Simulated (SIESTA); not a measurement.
Mo:

```
Mo
1.0
    -1.58381    1.58381    1.58381
     1.58381   -1.58381    1.58381
     1.58381    1.58381   -1.58381
Mo
1
Direct
  0.00000 0.00000 0.00000
```

- Program: SIESTA 5.4.2
- Task: single point
- Functional: PBE
- Potentials or basis: PseudoDojo 0.4 standard (PBE files)
- Basis: DZP (energy shift 0.003 Ry; two zetas on semicore shells)
- Grid cutoff: 800 Ry
- Energy shift: 0.003 Ry
- k mesh: 12 × 12 × 12
- Occupations: fermi-dirac, width 0.05 eV
- Spin: no spin polarisation

On this cell: pressure 1.0 GPa; band gap on the k mesh none (metal or under the smearing width).

The same run follows on a disturbed copy (cell strained at random at fixed volume):

```xyz
1
Lattice="-1.5944 1.5913 1.5845 1.6124 -1.5431 1.5543 1.6066 1.5553 -1.5363" Properties=species:S:1:pos:R:3 pbc="T T T"
Mo   -0.0831   -0.0073   -0.0091
```

Problem. What does the disturbed cell give?

Solution. The energy (extrapolated to zero smearing) moves by +13.2 meV/atom; pressure 1.3 GPa; band gap on the k mesh none (metal or under the smearing width).

Stress tensor (GPa, compression positive):
```
-4.07 -0.88 -1.35
-0.88  3.52 -3.49
-1.35 -3.49  4.45
```

Caveats: the basis of atomic orbitals isn't converged, which shifts pressures, moduli and gaps.
